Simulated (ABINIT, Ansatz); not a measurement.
CoO: 3 runs at one level of theory

```
CELL_PARAMETERS angstrom
2.82845 0.00000 0.00000
-1.41423 2.44951 0.00000
0.00000 0.00000 2.72172
ATOMIC_POSITIONS crystal
Co 0.00000 0.00000 0.50000
O 0.66667 0.33333 0.00000
```

Measurements of this composition are mostly on another form, of space group No. 225.

Alike in all runs: task single point; functional PBE; k mesh 11 × 11 × 10; occupations fermi-dirac, width 0.05 eV; collinear spin, ferromagnetic start; no spin-orbit coupling. Pressure is positive in compression and, in plane waves, holds the error of the finite cutoff, which Ansatz's Pulay term estimates and takes out.

| program and potentials | plane-wave cutoff (eV) | notes | pressure (GPa) | net moment per atom (μB) |
| --- | --- | --- | --- | --- |
| Ansatz, Ansatz PAW | 420 | Pulay term of +0.74 GPa included | 0.07 | 1.50 |
| Ansatz, all-electron LAPW, scalar-relativistic | - | - | 0.21 | 1.50 |
| ABINIT, JTH PAW PBE v2.0 | 707 | - | -0.38 | 1.50 |

The pressure spans -0.38 (ABINIT, JTH PAW PBE v2.0) to 0.21 GPa (Ansatz, all-electron LAPW, scalar-relativistic), with all-electron results at 0.21. All agree on the net moment per atom. The state is the one that the start led to, which needn't be the lowest.

The functional is the same throughout but for its coding, so the spread measures potentials, basis and numerics; runs on potential files found faulty are left out.
